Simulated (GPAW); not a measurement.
Wanted: an ASE script for a GPAW 26.7.0 run.

```yaml
Task: single point
Functional: PBE
Potentials_or_basis: GPAW PAW data sets (gpaw-data 1.2.1)
Cutoff: 600 eV
Basis: pw
k_mesh: 10 × 10 × 10
Occupations: fermi-dirac, width 0.05 eV
Spin: no spin polarisation
Maxiter: 80
```

The structure of PbS (Galena) lies in PbS.cif:

```cif
data_PbS
_cell_length_a 4.19420387
_cell_length_b 4.19420387
_cell_length_c 4.19420387
_cell_angle_alpha 60.00000000
_cell_angle_beta 60.00000000
_cell_angle_gamma 60.00000000
_space_group_name_H-M_alt 'P1'
_space_group_name_Hall 'P 1'
_space_group_IT_number 1
loop_
_space_group_symop_operation_xyz
'x,y,z'
loop_
_atom_site_label
_atom_site_type_symbol
_atom_site_symmetry_multiplicity
_atom_site_Wyckoff_symbol
_atom_site_fract_x
_atom_site_fract_y
_atom_site_fract_z
_atom_site_occupancy
Pb1 Pb 1 a 0.0000000000 0.0000000000 0.0000000000 1
S1 S 1 a 0.5000000000 0.5000000000 0.5000000000 1
```

The input as run:

run.py

```python
from ase.dft.bandgap import bandgap
from ase.io import read, write
from ase.units import GPa
from gpaw import GPAW, PW

atoms = read('PbS.cif')

calc = GPAW(mode=PW(600),
            xc='PBE',
            kpts={'size': (10, 10, 10), 'gamma': True},
            occupations={'name': 'fermi-dirac', 'width': 0.05},
            nbands=19,
            convergence={'density': 1e-05, 'energy': 1e-05},
            maxiter=80,
            txt='gpaw.txt')
atoms.calc = calc
energy = atoms.get_potential_energy()
forces = atoms.get_forces()
stress = atoms.get_stress()
calc.write('gs.gpw')
write('result.traj', atoms)
print(f'Energy: {energy:.6f} eV')
print('Forces (eV/A):')
print(forces.round(4))
print('Stress (GPa):', (stress / GPa).round(3))
print('Fermi level:', round(calc.get_fermi_level(), 4), 'eV')
print(f'Gap: {bandgap(calc)[0]:.4f} eV, direct: {bandgap(calc, direct=True)[0]:.4f} eV')
```

Potentials or basis: GPAW PAW data sets (gpaw-data 1.2.1), pw.

The run is started by

```bash
$ OMP_NUM_THREADS=1 python run.py
```

It gave:

The pressure is 2.0 GPa and the band gap on the k mesh is 0.31 eV, direct.

Caveat: spin-orbit coupling is left out, which as a rule narrows the gap of such compounds by several tenths of an eV.

Run time: 24 s on 1 thread of Arm Neoverse V2 (shared host), peak memory 0.18 GiB.
